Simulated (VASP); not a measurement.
Write the native input for VASP 6.6.1 that does the following.

```yaml
Task: single point
Functional: HSE06
Potentials_or_basis: VASP PAW PBE potentials, release 64 (In_d, As)
Cutoff: 520 eV
k_mesh: 4 × 4 × 4
Occupations: fermi-dirac, width 0.02 eV
Spin: no spin polarisation
Dipole_correction: no
Exchange_at_q_=_0: truncated
Grid_for_exact_exchange_PRECFOCK: Normal
Screening_parameter: 0.2079 1/A
Further_INCAR_settings: ALGO = Normal; EDIFF = 1e-07; NBANDS = 16
```

InAs:

```
In As
1.0
     0.00000    2.84143    2.84143
     2.84143    0.00000    2.84143
     2.84143    2.84143    0.00000
In As
1 1
Direct
  0.00000 0.00000 0.00000
  0.50000 0.50000 0.50000
```

The cell was built by a generator and needn't be a form met in nature.

The input as run:

POSCAR

```
InAs
1.0
    0.0000000000      2.8414336054      2.8414336054
    2.8414336054      0.0000000000      2.8414336054
    2.8414336054      2.8414336054      0.0000000000
In As
1 1
Direct
    0.0000000000      0.0000000000      0.0000000000
    0.5000000000      0.5000000000      0.5000000000
```

INCAR.step1

```
SYSTEM = InAs
ALGO = Normal
EDIFF = 1E-5
ENCUT = 520
GGA = PE
ISIF = 2
ISMEAR = -1
LASPH = .True.
LCHARG = .False.
LREAL = .False.
LWAVE = .True.
NBANDS = 16
NELM = 100
PREC = Accurate
SIGMA = 0.02
```

INCAR.step2

```
SYSTEM = InAs
ALGO = Normal
EDIFF = 1E-7
ENCUT = 520
GGA = PE
HFSCREEN = 0.2079
ISIF = 2
ISMEAR = -1
ISTART = 1
LASPH = .True.
LCHARG = .False.
LHFCALC = .True.
LREAL = .False.
LWAVE = .False.
NBANDS = 16
NELM = 100
PREC = Accurate
PRECFOCK = Normal
SIGMA = 0.02
```

KPOINTS

```
k-points
0
Gamma
  4 4 4
  0 0 0
```

Potentials or basis: VASP PAW PBE potentials, release 64 (In_d, As).

The run is started by

```console
$ cat potpaw_PBE.64/In_d/POTCAR potpaw_PBE.64/As/POTCAR > POTCAR
$ cp INCAR.step1 INCAR
$ mpirun -np 1 vasp_std > vasp.out
$ cp INCAR.step2 INCAR
$ mpirun -np 1 vasp_std > vasp.out
```

It gave:

- Pressure: 0.4 GPa
- Band gap on the k mesh: none (metal or under the smearing width)

Caveat: the k mesh is coarse (spacing up to 0.48 Å⁻¹), so the values aren't converged, least of all with exact exchange; the PAW data sets were made with another functional, which shifts forces and pressure a little.

Run time: 10 min on 1 thread of AMD EPYC 7R43 64-Core Processor (Zen 3), on a shared host, peak memory 0.24 GiB.
